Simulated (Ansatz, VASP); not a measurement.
## Cross-check of CdTe between VASP and Ansatz

Aim: how closely do two programs agree when they are given the same cell, functional and k mesh? The cell is taken from a series of VASP runs on this material, whose earlier steps may have relaxed, scaled or displaced it; both programs get it as it stands.

Calculated with Ansatz 0.2.0; plane waves, with VASP 6.6.1 beside it; band structure at HSE06 and band structure at r2SCAN-EpsX with an exact-exchange share of 0.069.

## 1. Set-up

It takes space group F-43m (No. 216, cubic). Conventional cell: a = 6.480 Å, b = 6.480 Å, c = 6.480 Å, α = 90.00°, β = 90.00°, γ = 90.00°. Nearest to Te lie 4 Cd at 2.81 Å. Cd has 4 Te at 2.81 Å nearest. Farther neighbours and most contacts between anions are not listed.

As a file:

```cif
data_structure
_symmetry_space_group_name_H-M 'P 1'
_symmetry_Int_Tables_number 1
_cell_length_a 4.5821
_cell_length_b 4.5821
_cell_length_c 4.5821
_cell_angle_alpha 60.000
_cell_angle_beta 60.000
_cell_angle_gamma 60.000
_cell_volume 68.02
loop_
_atom_site_label
_atom_site_type_symbol
_atom_site_fract_x
_atom_site_fract_y
_atom_site_fract_z
_atom_site_occupancy
Te1 Te 0.75000 0.75000 0.75000 1
Cd2 Cd 0.00000 0.00000 0.00000 1
```

## 2. VASP: band structure, HSE06

Levels along a path test the potential and the projectors away from the mesh points.

Lines of VASP's logs that name or quote its potential files are left out, and so is its time.

The run reads the wave functions of an earlier VASP run, which isn't shown here.

File INCAR:

```
SYSTEM = CdTe
PREC = Accurate
ENCUT = 350
EDIFF = 1E-06
NELM = 100
ISMEAR = 0
SIGMA = 0.03
LREAL = .FALSE.
ALGO = Normal
LHFCALC = .TRUE.
AEXX = 0.25
GGA = PE
HFSCREEN = 0.2
LASPH = .TRUE.
NBANDS = 15
PRECFOCK = Fast
LORBIT = 11
LWAVE = .FALSE.
LCHARG = .FALSE.
KPAR = 4
```

File POSCAR:

```
CdTe
1.0
    0.0000000000      3.2400000000      3.2400000000
    3.2400000000      0.0000000000      3.2400000000
    3.2400000000      3.2400000000      0.0000000000
Te Cd
1 1
Direct
    0.7500000000      0.7500000000      0.7500000000
    0.0000000000      0.0000000000      0.0000000000
```

File KPOINTS:

```
Automatic mesh
0
Gamma
4 4 4
0 0 0
```

File KPOINTS_OPT:

```
Line mode
10
Line-mode
Reciprocal
  0.00000000   0.00000000   0.00000000 GAMMA
  0.50000000   0.00000000   0.50000000 X

  0.50000000   0.00000000   0.50000000 X
  0.50000000   0.25000000   0.75000000 W

  0.50000000   0.25000000   0.75000000 W
  0.37500000   0.37500000   0.75000000 K

  0.37500000   0.37500000   0.75000000 K
  0.00000000   0.00000000   0.00000000 GAMMA

  0.00000000   0.00000000   0.00000000 GAMMA
  0.50000000   0.50000000   0.50000000 L

  0.50000000   0.50000000   0.50000000 L
  0.62500000   0.25000000   0.62500000 U

  0.62500000   0.25000000   0.62500000 U
  0.50000000   0.25000000   0.75000000 W

  0.50000000   0.25000000   0.75000000 W
  0.50000000   0.50000000   0.50000000 L

  0.50000000   0.50000000   0.50000000 L
  0.37500000   0.37500000   0.75000000 K

  0.62500000   0.25000000   0.62500000 U
  0.50000000   0.00000000   0.50000000 X
```

PAW data sets: Te and Cd (PBE family, release 64).

Run with:

```bash
$ mpirun -np 4 vasp_std
```

Numbers of over 12 decimals in the logs are rounded to 6 here.

What it wrote:

```text
[banner, memory and clock lines left out]
running    4 mpi-ranks, on    1 nodes
 distrk:  each k-point on    1 cores,    4 groups
 distr:  one band on    1 cores,    1 groups

 POSCAR found type information on POSCAR TeCd
 POSCAR found :  2 types and       2 ions
 LDA part: xc-table for (Slater+PW92), standard interpolation
 found WAVECAR, reading the header
 POSCAR, INCAR and KPOINTS ok, starting setup
 FFT: planning ... GRIDC
 FFT: planning ... GRID_SOFT
 FFT: planning ... GRID
 reading WAVECAR
 the WAVECAR file was read successfully
 initial charge from wavefunction
 entering main loop
       N       E                     dE             d eps       ncg     rms          rms(c)
DAV:   1    -0.599692574649E+01   -0.59969E+01   -0.18503E+00   240   0.127E+01    0.100E+01
DAV:   2    -0.599255695808E+01    0.43688E-02   -0.10697E-01   275   0.422E+00    0.660E+00
DAV:   3    -0.598806027518E+01    0.44967E-02   -0.15377E-02   282   0.150E+00    0.406E+00
DAV:   4    -0.598727381581E+01    0.78646E-03   -0.17031E-03   275   0.378E-01    0.244E+00
DAV:   5    -0.598709881818E+01    0.17500E-03   -0.30622E-04   275   0.126E-01    0.148E+00
DAV:   6    -0.598707167034E+01    0.27148E-04   -0.64867E-05   268   0.574E-02    0.894E-01
DAV:   7    -0.598706620098E+01    0.54694E-05   -0.81308E-06   261   0.229E-02    0.536E-01
DAV:   8    -0.598706567026E+01    0.53072E-06   -0.24766E-06   260   0.129E-02
   1 F= -.59870657E+01 E0= -.59870657E+01  d E =-.159599E-18
 Start KPOINTS_OPT (optional k-point list driver)
k-point batch [1-8\100]
       N       E                     dE             ncg
DAV:   1     0.164960169893E+03   -0.14819E+04      240
DAV:   2    -0.695913142738E+03   -0.86087E+03      268
DAV:   3    -0.738491490462E+03   -0.42578E+02      282
DAV:   4    -0.739220999274E+03   -0.72951E+00      367
DAV:   5    -0.739226145777E+03   -0.51465E-02      282
DAV:   6    -0.739226193530E+03   -0.47754E-04      353
DAV:   7    -0.739226194095E+03   -0.56537E-06      218
[...]
k-point batch [97-100\100]
       N       E                     dE             ncg
DAV:   1     0.202367341366E+04   -0.19551E+04      120
DAV:   2     0.161631251193E+04   -0.40736E+03      134
DAV:   3     0.159899088693E+04   -0.17322E+02      162
DAV:   4     0.159869941236E+04   -0.29147E+00      194
DAV:   5     0.159869754397E+04   -0.18684E-02      169
DAV:   6     0.159869753317E+04   -0.10797E-04      180
DAV:   7     0.159869753303E+04   -0.14489E-06      116
```

From OUTCAR (step 2):

```text
ion  position               nearest neighbor table
   1  0.750  0.750  0.750-   2 2.81   2 2.81   2 2.81   2 2.81
   2  0.000  0.000  0.000-   1 2.81   1 2.81   1 2.81   1 2.81

  LATTYP: Found a face centered cubic cell.
 ALAT       =     6.4800000000

 Subroutine GETGRP returns: Found 24 space group operations
 (whereof 24 operations were pure point group operations)

The static configuration has the point symmetry T_d .

 Found      8 irreducible k-points:

   k-points           NKPTS =      8   k-points in BZ     NKDIM =     64   number of bands    NBANDS=     15

   dimension x,y,z NGX =    28 NGY =   28 NGZ =   28
   dimension x,y,z NGXF=    56 NGYF=   56 NGZF=   56

   ENCUT  =  350.0 eV  25.72 Ry    5.07 a.u.   6.99  6.99  6.99*2*pi/ulx,y,z

   NELECT =      18.0000    total number of electrons

 k-points in reciprocal lattice and weights: Automatic mesh
   0.00000000  0.00000000  0.00000000       0.016
   0.25000000  0.00000000  0.00000000       0.125
   0.50000000  0.00000000  0.00000000       0.062
   0.25000000  0.25000000  0.00000000       0.094
   0.50000000  0.25000000  0.00000000       0.375
  -0.25000000  0.25000000  0.00000000       0.188
   0.50000000  0.50000000  0.00000000       0.047
  -0.25000000  0.50000000  0.25000000       0.094

  exchange ACFDT corr.  =         0.00000000  see jH, gK, PRB 81, 115126

 average (electrostatic) potential at core
       1 -87.4436       2 -32.6148

 E-fermi :   2.0238

 k-point     1 :       0.0000    0.0000    0.0000
  band No.  band energies     occupation
    ...
      5      -7.4847      2.00000
      6      -7.4847      2.00000
      7       1.8435      2.00000
      8       1.8435      2.00000
      9       1.8435      2.00000
     10       3.4221      0.00000
     11       7.3302      0.00000
     12       7.3302      0.00000
     13       7.3302      0.00000
     14      10.3711      0.00000
    ...

 k-point     2 :       0.2500    0.0000    0.0000
  band No.  band energies     occupation
    ...
      5      -7.4860      2.00000
      6      -7.4860      2.00000
      7      -1.0212      2.00000
      8       1.3874      2.00000
      9       1.3874      2.00000
     10       4.6615      0.00000
     11       7.9110      0.00000
     12       7.9110      0.00000
     13       8.1200      0.00000
     14      11.1112      0.00000
    ...

 k-point     3 :       0.5000    0.0000    0.0000
  band No.  band energies     occupation
    ...
      5      -7.4782      2.00000
      6      -7.0362      2.00000
      7      -2.9048      2.00000
      8       1.0126      2.00000
      9       1.0126      2.00000
     10       4.4801      0.00000
     11       7.9138      0.00000
     12       7.9138      0.00000
     13       9.8418      0.00000
     14      11.6239      0.00000
    ...

  energy-cutoff  :      350.00
  volume of cell :       68.02
      direct lattice vectors                 reciprocal lattice vectors
     0.000000000  3.240000000  3.240000000    -0.154320988  0.154320988  0.154320988
     3.240000000  0.000000000  3.240000000     0.154320988 -0.154320988  0.154320988
     3.240000000  3.240000000  0.000000000     0.154320988  0.154320988 -0.154320988

 POSITION                                       TOTAL-FORCE (eV/Angst)
 -----------------------------------------------------------------------------------
      4.86000      4.86000      4.86000         0.000000      0.000000      0.000000
      0.00000      0.00000      0.00000        -0.000000     -0.000000     -0.000000
 -----------------------------------------------------------------------------------
    total drift:                                0.000013      0.000024     -0.000032

  FREE ENERGIE OF THE ION-ELECTRON SYSTEM (eV)
  ---------------------------------------------------
  free  energy   TOTEN  =        -5.9870656703 eV

  energy  without entropy=       -5.9870656703  energy(sigma->0) =       -5.98706567

 total charge
# of ion       s       p       d       tot
------------------------------------------
    1        1.305   2.244   0.020   3.568
    2        0.437   0.315   9.560  10.312
--------------------------------------------------
tot          1.742   2.559   9.579  13.880

[... 3 further parts left out ...]
```

## 3. Ansatz: band structure, HSE06

Ansatz runs on its default PAW (the set named soft_2) files.

The same cell, functional, mesh and smearing now go to Ansatz, which takes its cutoff from its data sets.

File input.yaml:

```yaml
crystal:
  lattice:
    - [0.0, 3.24, 3.24]
    - [3.24, 0.0, 3.24]
    - [3.24, 3.24, 0.0]
  atoms:
    - { symbol: Te, position: [0.75, 0.75, 0.75] }
    - { symbol: Cd, position: [0.0, 0.0, 0.0] }
hamiltonian:
  xc: { exchange: pbe, correlation: pbe, exx: { coeff: 0.25, omega: 0.2 } }
  pseudopotentials: { kind: paw }
kpoints:
  mp_grid: { grid: [4, 4, 4] }
  band_path:
    path:
      - [0.0, 0.0, 0.0]
      - [0.5, 0.0, 0.5]
      - [0.5, 0.22222, 0.72222]
      - [0.40278, 0.34722, 0.75]
      - [0.125, 0.125, 0.25]
      - [0.27778, 0.27778, 0.27778]
      - [0.55556, 0.38889, 0.55556]
      - [0.58333, 0.25, 0.66667]
      - [0.5, 0.30556, 0.69444]
      - [0.48611, 0.48611, 0.52778]
      - [0.625, 0.25, 0.625]
      - [0.5, 0.0, 0.5]
    npoints: 1
scf:
  occupations: { method: gaussian, width: 0.03 }
  n_extra_bands: 7
output:
  forces: true
  stress: true
  eigenvalues: true
```

Run with:

```bash
$ ansatz run input.yaml --threads 4 --pin off --max-ram 9216MiB --backend cpu --events-out ev --progress --plain --runs-dir out
```

What it wrote:

```text
Warning: output.stress: scf.convergence.dr2_threshold = 1e-7 eV (the SCF's general default) is looser than the 2e-10 eV advised for a printed stress (1e-10 eV for each atom of the cell: 2). What an SCF threshold leaves in a stress goes as its square root, and in the free energy as the threshold itself, and one threshold admits the most on a small cell: [figures from the program's tests cut] Set scf.convergence.dr2_threshold to 2e-10 eV or tighter. The threshold is an SCF's pass mark: one that does not reach it within its budget of iterations ends unconverged, or closes short of it on a stop that the run arms, and scf.convergence.dr2_threshold's page says what that costs each kind of run
Warning: output.stress: scf.exx.energy_threshold = 1e-6 eV is looser than the 2e-8 eV advised for a stress under a hybrid functional (1e-8 eV for each atom of the cell: 2). Every SCF of the exchange loop can meet its threshold on dr2 while the loop round them stops early: no threshold on dr2 bounds what that leaves in the stress. Set scf.exx.energy_threshold to 2e-8 eV or tighter. The threshold is the loop's pass mark: a loop that does not reach it within its budget of cycles ends unconverged, and scf.exx.energy_threshold's page has the law
scf.n_extra_bands = 7 over 18 filled bands (N_el = 36.0): the run solves 25 bands
Engine: ansatz 0.2.0, aarch64-unknown-linux-gnu
Pseudopotentials: kind: paw
Pseudopotential: Te, paw, valence charge 16, recommended cutoff 420 eV (normal), Te.paw.azcp
Pseudopotential: Cd, paw, valence charge 20, recommended cutoff 420 eV (normal), Cd.paw.azcp
Functional definition: unnamed
  parameter a_1 = 0.25
  parameter omega_1 = 0.2/angstrom
  exchange = pbe_x + (-a_1)*pbe_x_sr(omega_1) + a_1*exact_x_sr(omega_1)
  correlation = pbe_c
Crystal: 2 atoms, lattice volume = 68.024 Å³
Basis set: ecut = 420 eV, 1363 PW (Γ), exchange–correlation on 64×64×64 points (8 copies of the dense FFT grid, shifted against one another)
Bands: 25, of which v1, the nominal top of the filled ones, is band 18 counted from 1 (17 counted from 0)
Symmetry: 24 space group operations
Space group: F-43m (ITA 216), of the structure as read, at distance tolerance 4.1e-5 Å
k-points: 8 of 64 (time reversal used)
Non-local potential: Te, projectors of the file, l = 0: 2, l = 1: 2, l = 2: 2, l = 3: 2
Non-local potential: Cd, projectors of the file, l = 0: 3, l = 1: 2, l = 2: 2, l = 3: 1
PAW form: soft (Blöchl's): semilocal exchange-correlation on the pseudo side does not see the compensation charge
PAW frozen core: Te, regenerated for the run's functional, and the local potential with it (the file was generated under x = pbe(κ = 0.804, μ = 0.219515), c = pbe(β = 0.066725))
PAW frozen core: Cd, regenerated for the run's functional, and the local potential with it (the file was generated under x = pbe(κ = 0.804, μ = 0.219515), c = pbe(β = 0.066725))
PAW one-centre angular grid: Te, 590 points (default); XC on 64 Gauss nodes
PAW one-centre angular grid: Cd, 590 points (default); XC on 64 Gauss nodes
Initial density: superposition of atomic densities (neutral atoms: chi_scale 0, normalization atom), corrected by the library's trained network
Initial wavefunctions: pseudopotential atomic-orbital guess
Functional: x = pbe(κ = 0.804, μ = 0.219515), c = pbe(β = 0.066725), warm-up for x = pbe(κ = 0.804, μ = 0.219515) + 0.25 (exact − pbe) at short range (hse, ω = 0.2 Å⁻¹), c = pbe(β = 0.066725)
SCF iter   1: F=—  HF=-15235.242836 eV  |F-HF|=—  |Δ(HF+E_count)|=         —  Δρ=8.69e-4  dr2=7.23e-4  ethr=1.77e-3  ⟨swp⟩=12.1  Hψ=980  notcnv=0
preconditioner: auto → none  [insulator: Δε(μ)=0.753 eV  Ē_g=13.432 eV  σ=0.030 eV  W_gap=1.00  n_scr=14 (ndim 8)  ℏωp=19.1 eV  f_vac=0.191  D(μ)=0.00/eV (n_scr^D=0)]
iter 2 solved again at ethr=3.63e-8 eV; its pass at ethr=2.01e-6 eV (dr2=1.31e-5 eV) is discarded
SCF iter   2: F=-15235.243025 eV  HF=-15235.242960 eV  |F-HF|=6.51e-5  |Δ(HF+E_count)|=   1.24e-4  Δρ=1.71e-4  dr2=1.32e-5  ethr=3.63e-8  ⟨swp⟩=3.2  Hψ=963  notcnv=0  defer=2
SCF 1 stopped early in 2 iterations: F = -15235.243025 eV  dr2 = 1.32e-5
  greatest PAW one-centre occupation: 1.000 electrons in one spin orbital (limit 2), on the Cd atom at site 1 (counted from 0), in its partial waves of l = 0
Initial density: handed on by an earlier stage of this run
Initial wavefunctions: those handed on with the density
Functional: x = pbe(κ = 0.804, μ = 0.219515) + 0.25 (exact − pbe) at short range (hse, ω = 0.2 Å⁻¹), c = pbe(β = 0.066725)
Exchange kernel: α = 0.2500, screened, ω = 0.2000 Å⁻¹, Wigner–Seitz truncation, v(0) = 1120.7141 eV·Å³, q-mesh 4×4×4, nearest image of the exchange supercell L = 18.33 Å, pair-density grid 18×18×18, without the augmentation charges, whose exchange is taken in its separable form by FFT convolution over the k-point mesh (sized by the pseudopotential files, 27×27×27 at the most), smooth part of the exact exchange by density-matrix convolution
Frozen-core exchange: fock
SCF iter   1: F=—  HF=-15243.578964 eV  |F-HF|=—  |Δ(HF+E_count)|=         —  Δρ=5.74e-3  dr2=1.68e-2  ethr=3.66e-7  ⟨swp⟩=8.1  Hψ=969  notcnv=0
preconditioner: auto → none  [insulator: Δε(μ)=1.611 eV  Ē_g=15.361 eV  σ=0.030 eV  W_gap=1.00  n_scr=14 (ndim 8)  ℏωp=19.1 eV  f_vac=0.191  D(μ)=0.00/eV (n_scr^D=0)]
SCF iter   2: F=—  HF=-15243.574739 eV  |F-HF|=—  |Δ(HF+E_count)|=   4.22e-3  Δρ=2.04e-3  dr2=1.85e-3  ethr=3.66e-7  ⟨swp⟩=4.0  Hψ=627  notcnv=0
SCF iter   3: F=—  HF=-15243.581538 eV  |F-HF|=—  |Δ(HF+E_count)|=   6.80e-3  Δρ=1.42e-3  dr2=8.14e-4  ethr=3.66e-7  ⟨swp⟩=4.0  Hψ=616  notcnv=0
SCF iter   4: F=—  HF=-15243.581423 eV  |F-HF|=—  |Δ(HF+E_count)|=   1.15e-4  Δρ=4.19e-4  dr2=7.28e-5  ethr=3.66e-7  ⟨swp⟩=3.0  Hψ=434  notcnv=0
SCF iter   5: F=—  HF=-15243.581538 eV  |F-HF|=—  |Δ(HF+E_count)|=   1.15e-4  Δρ=1.30e-4  dr2=9.93e-6  ethr=1.66e-7  ⟨swp⟩=3.2  Hψ=394  notcnv=0  defer=1
SCF iter   6: F=-15243.581535 eV  HF=-15243.581535 eV  |F-HF|=3.31e-8  |Δ(HF+E_count)|=   2.34e-6  Δρ=1.64e-5  dr2=1.30e-6  ethr=2.42e-8  ⟨swp⟩=3.1  Hψ=439  notcnv=0
SCF 2 stopped early in 6 iterations: F = -15243.581535 eV  dr2 = 1.30e-6
hybrid outer 1: dexx = +8.254e-3 eV, tail = 6.81e-5 eV
Exchange kernel: α = 0.2500, screened, ω = 0.2000 Å⁻¹, Wigner–Seitz truncation, v(0) = 1120.7141 eV·Å³, q-mesh 4×4×4, nearest image of the exchange supercell L = 18.33 Å, pair-density grid 18×18×18, without the augmentation charges, whose exchange is taken in its separable form by FFT convolution over the k-point mesh (sized by the pseudopotential files, 27×27×27 at the most), smooth part of the exact exchange by density-matrix convolution
Frozen-core exchange: fock
SCF iter   1: F=—  HF=-15243.581679 eV  |F-HF|=—  |Δ(HF+E_count)|=         —  Δρ=4.57e-5  dr2=9.62e-7  ethr=9.46e-7  ⟨swp⟩=4.8  Hψ=456  notcnv=0
preconditioner: auto → none  [insulator: Δε(μ)=1.671 eV  Ē_g=15.299 eV  σ=0.030 eV  W_gap=1.00  n_scr=14 (ndim 8)  ℏωp=19.1 eV  f_vac=0.193  D(μ)=0.00/eV (n_scr^D=0)]
SCF iter   2: F=—  HF=-15243.581679 eV  |F-HF|=—  |Δ(HF+E_count)|=   1.19e-7  Δρ=1.67e-5  dr2=1.53e-7  ethr=2.58e-9  ⟨swp⟩=3.2  Hψ=500  notcnv=0
SCF iter   3: F=—  HF=-15243.581679 eV  |F-HF|=—  |Δ(HF+E_count)|=   3.32e-8  Δρ=4.55e-6  dr2=2.35e-8  ethr=3.32e-10  ⟨swp⟩=3.5  Hψ=425  notcnv=0
SCF iter   4: F=-15243.581679 eV  HF=-15243.581679 eV  |F-HF|=7.16e-9  |Δ(HF+E_count)|=   1.40e-7  Δρ=2.43e-6  dr2=8.32e-9  ethr=1.08e-11  ⟨swp⟩=4.6  Hψ=656  notcnv=0  defer=2
SCF 3 converged in 4 iterations: F = -15243.581679 eV  dr2 = 8.32e-9
  Residual-converged pass: ⟨swp⟩=2.0  Hψ=276  notcnv=0  max |occ|·‖R‖ = 2.3e-6 eV (tolerance 2.4e-6 eV)  dr2=8.32e-9  dr2_onsite=7.43e-10  max |Δocc| = 0.0e0
  greatest PAW one-centre occupation: 1.000 electrons in one spin orbital (limit 2), on the Cd atom at site 1 (counted from 0), in its partial waves of l = 1
hybrid outer 2: dexx = +3.094e-7 eV, tail = 4.05e-8 eV, Δε = 2.63e-3 eV (about 1.12e-4 eV left of the loop's levels)
NSCF: frozen V_eff on 12 k-points
hybrid SCF converged: 2 outer / 10 inner (+2 warm-up), last move |dexx| = 3.09e-7 eV, tail = 4.05e-8 eV
Stability not checked: this state was not tested for a lower state beside it, because the functional holds exact exchange (a hybrid, or Hartree-Fock), whose exchange loop this test does not read (fock_operator; see scf.lower_state_search)
Free energy (F): -15243.581679 eV
Frozen-core exchange: fock
Harris-Foulkes:  -15243.581679 eV  (|F-HF|=7.16e-9)
Internal energy: -15243.581679 eV  (E = F + TS)
E sigma→0 (E₀):  -15243.581679 eV
Fermi energy:    7.818024 eV
--- Per-component energies (eV) ---
  E_band       = -879.471909
  E_kinetic    = 686.606600
  E_local      = -5421.714945  (includes V_loc(G=0)·N_el)
  E_nonlocal   = -277.172267
  E_hartree    = 2738.329541
  E_xc         = -240.903996
  E_vxc        = -259.025203  (∫ρ·V_xc dr)
  E_exx        = -134.098679  (= α·E_x^exact, valence–valence)
  E_paw        = -8681.821007  (= ΣΔE_a)
  E_vpaw       = -816.625432  (= ΣTr[D̂ρ^β])
  E_aug_tail   = -0.000153  (compensation charges beyond the density's cutoff)
  E_ewald      = -3912.024287
  E_core_change = -0.782487  (= ΣΔE_core)
  E_smearing   = -0.000000  (= −TS)
  E_closure    = -0.000000  (closes the sum)
  Σ components = -15243.581679   (vs F -15243.581679, Δ=0.00e0)
--- Forces (eV/Å), atoms counted from 1 ---
  atom   1  Te     0.00000000     0.00000000     0.00000000
  atom   2  Cd    -0.00000000     0.00000000    -0.00000000
  max |Σ_I F_I| component: 1.56e-16 eV/Å
--- Stress (GPa, compression-positive) ---
        1.853567       0.000000       0.000000
        0.000000       1.853567       0.000000
       -0.000000       0.000000       1.853567
  P = ⅓ Tr σ = 1.8536 GPa (18.536 kbar)
--- Band table (eV; the first three rows and the last of 8) ---
  k-point 0: bands = [... 14 lower, -2.4033, 6.9821, 6.9821, 6.9821, 8.6533, 12.4687, 12.4687, 12.4687, ... 3 higher]
  k-point 1: bands = [... 14 lower, -2.4041, 4.1332, 6.5271, 6.5271, 9.8496, 13.0504, 13.0504, 13.2571, ... 3 higher]
  k-point 2: bands = [... 14 lower, -1.9422, 2.2422, 6.1529, 6.1529, 9.6578, 13.0560, 13.0560, 14.9394, ... 3 higher]
  k-point 7: bands = [... 14 lower, -1.6692, 2.5385, 4.4773, 4.6491, 12.2601, 12.4255, 13.5182, 14.1373, ... 3 higher]
```

Wall time 24 s (4 threads of Arm Neoverse V1, shared host); peak memory 0.89 GiB.

(Continued in part 2 of 2.)

[Lines on the potential files, build, host, timing and source positions are cut from VASP's logs without a mark.]

[Logs are printed without paths, hosts, clocks, repeated set-up lines and the standing remarks that a program may print on its own settings, such as how far it seeks lower states.]

[Hosts, paths, dates, database ids (printed as entryN), source tags and the programs' standing remarks are cut or masked in the printed files.]
